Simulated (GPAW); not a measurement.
A run of GPAW 26.7.0:

File run.py:

```python
import numpy as np
from ase import Atoms
from ase.dft.bandgap import bandgap
from ase.io import write
from gpaw import GPAW, PW

atoms = Atoms(['S', 'Sn', 'S', 'S', 'Sn', 'S', 'S', 'Sn', 'S'],
              cell=[[3.5983003419, 0, 0.0],
                    [-1.799150171, 3.1162195065, 0.0],
                    [0.0, 0.0, 28.887733]],
              scaled_positions=[[0.3333333333, 0.6666666666, 0.2596257726],
                                [0.0, 0.0, 0.3098154708],
                                [0.6666666667, 0.3333333334, 0.360005169],
                                [0.3333333333, 0.6666666666, 0.4498103053],
                                [0.0, 0.0, 0.5000000035],
                                [0.6666666667, 0.3333333334, 0.5501897016],
                                [0.3333333333, 0.6666666666, 0.6399948379],
                                [0.0, 0.0, 0.6901845361],
                                [0.6666666667, 0.3333333334, 0.7403742343]],
              pbc=True)
atoms.pbc = (True, True, False)

calc = GPAW(mode=PW(450),
            xc='PBE',
            kpts={'size': (9, 9, 1), 'gamma': True},
            occupations={'name': 'fermi-dirac', 'width': 0.05},
            nbands=62,
            convergence={'density': 1e-05, 'energy': 1e-05},
            maxiter=150,
            poissonsolver={'dipolelayer': 'xy'},
            txt='gpaw.txt')
atoms.calc = calc
energy = atoms.get_potential_energy()
forces = atoms.get_forces()
calc.write('gs.gpw')
write('result.traj', atoms)
print(f'Energy: {energy:.6f} eV')
print('Forces (eV/A):')
print(forces.round(4))
print('Fermi level:', round(calc.get_fermi_level(), 4), 'eV')
print(f'Gap: {bandgap(calc)[0]:.4f} eV, direct: {bandgap(calc, direct=True)[0]:.4f} eV')

v = calc.get_electrostatic_potential().mean(axis=(0, 1))
z = np.arange(len(v)) * atoms.cell[2, 2] / len(v)
ef = calc.get_fermi_level()
np.savetxt('planar.dat', np.c_[z, v], fmt='%.4f')
below, above = np.interp([1.5, atoms.cell[2, 2] - 1.5], z, v) - ef
print(f'Work functions: bottom {below:.4f} eV, top {above:.4f} eV')
print('Dipole moment:', *calc.get_dipole_moment().round(5), 'e A')
```

Potentials or basis: GPAW PAW data sets (gpaw-data 1.2.1), pw.

The run is started by

```console
$ OMP_NUM_THREADS=1 python run.py
```

Hardware: 1 thread of Intel(R) Xeon(R) Processor @ 2.50GHz (Skylake/Cascade Lake), with other jobs on the host.

Question: How long does it take, and how much memory?

Answer: Wall time 3.9 min on 1 thread of Intel(R) Xeon(R) Processor @ 2.50GHz (Skylake/Cascade Lake) (shared host), peak memory 0.33 GiB. Counts: scf iterations 12, plane waves 7083, bands 62, k points 12.
